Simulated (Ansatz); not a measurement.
# Kick test of a cell of Al

The cell was found from a structure generator's guess, not taken from experiment.

All numbers below come from Ansatz 0.2.0, DFT PBE, scalar-relativistic, plane waves, PAW. Plane waves to 420 eV, a k mesh through Γ of 22×22×20 on the computed 1-atom cell and Gaussian smearing (0.10 eV); no spin polarisation.

The cell below (1 atom, space group P6/mmm (No. 191)) is relaxed within its symmetry.

```cif
data_structure
_symmetry_space_group_name_H-M 'P 1'
_symmetry_Int_Tables_number 1
_cell_length_a 2.7810
_cell_length_b 2.7810
_cell_length_c 2.8040
_cell_angle_alpha 90.000
_cell_angle_beta 90.000
_cell_angle_gamma 120.020
_cell_volume 18.78
loop_
_atom_site_label
_atom_site_type_symbol
_atom_site_fract_x
_atom_site_fract_y
_atom_site_fract_z
_atom_site_occupancy
Al1 Al 0.00000 0.00000 0.50000 1
```

For the test a repeat of it with 8 atoms (edges 5.56, 5.56, 5.61 Å) was strained at random (σ = 1.5 % a component), the atoms were moved at random (σ = 0.05 Å), and all was relaxed again on a coarse 4×4×4 mesh (in the run’s order of axes) with 0.20 eV smearing, with no symmetry imposed.

**Question.** What happens?

**Answer.** It doesn't return. The energy falls by 234 meV/atom on that mesh, the volume changes by -12.1 %, and the end has space group Fm-3m (No. 225) at a loose tolerance. Relaxed again on a 26×26×26 mesh with 0.10 eV smearing, the new structure lies 220 meV/atom below the first (mesh in the axes of the run's cell; the cell below is made exact in the group named). Space group Fm-3m (No. 225), cubic, a = 4.041 Å. Al has 12 Al at 2.86 Å.

```
CELL_PARAMETERS angstrom
0.00000 2.02042 2.02042
2.02042 0.00000 2.02042
2.02042 2.02042 0.00000
ATOMIC_POSITIONS crystal
Al 0.00000 0.00000 0.00000
```
